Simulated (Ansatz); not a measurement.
Crystal: Zn.

```xyz
1
Lattice="-1.5690 1.5690 1.5690 1.5690 -1.5690 1.5690 1.5690 1.5690 -1.5690" Properties=species:S:1:pos:R:3 pbc="T T T"
Zn    0.0000    0.0000    0.0000
```

This isn't the form of Zn at room conditions, which is hcp.

| Item | Value |
| --- | --- |
| Program | Ansatz 0.2.0 |
| Task | relaxation of cell and atoms |
| Functional | HSEsol |
| Potentials or basis | Ansatz PAW |
| Cutoff | 420 eV (not typed: the program's choice for these potentials) |
| k mesh | 6 × 6 × 6 |
| Occupations | fermi-dirac, width 0.05 eV |
| Spin | no spin polarisation |

At the start: volume 15.45 Å³/atom.

Question: Where does the relaxation end?

Answer: It ends after 5 steps and the volume is 14.80 Å³/atom (-4.2 %); space group Im-3m (No. 229, to 0.05 Å).

The path:
| step | energy change (eV) | largest force (eV/Å) | volume (Å³) |
| --- | --- | --- | --- |
| 1 | 0.0000 | 0.0000 | 15.45 |
| 2 | -0.0069 | 0.0000 | 14.94 |
| 3 | -0.0074 | 0.0000 | 14.79 |
| 4 | -0.0074 | 0.0000 | 14.80 |
| 5 | -0.0068 | 0.0000 | 14.80 |

Final structure:
```yaml
crystal:
  lattice:
    - [-1.54680, 1.54680, 1.54680]
    - [1.54680, -1.54680, 1.54680]
    - [1.54680, 1.54680, -1.54680]
  atoms:
    - { symbol: Zn, position: [0.00000, 0.00000, 0.00000] }
```

Caveat: the k mesh is coarse (spacing up to 0.47 Å⁻¹), so the values aren't converged, least of all with exact exchange; the plane-wave basis is chosen anew once the cell has moved, so the energies of steps on either side of that aren't comparable; the PAW data sets come from PBE, with cores solved anew for the run's functional, which leaves a small shift of forces and pressure.
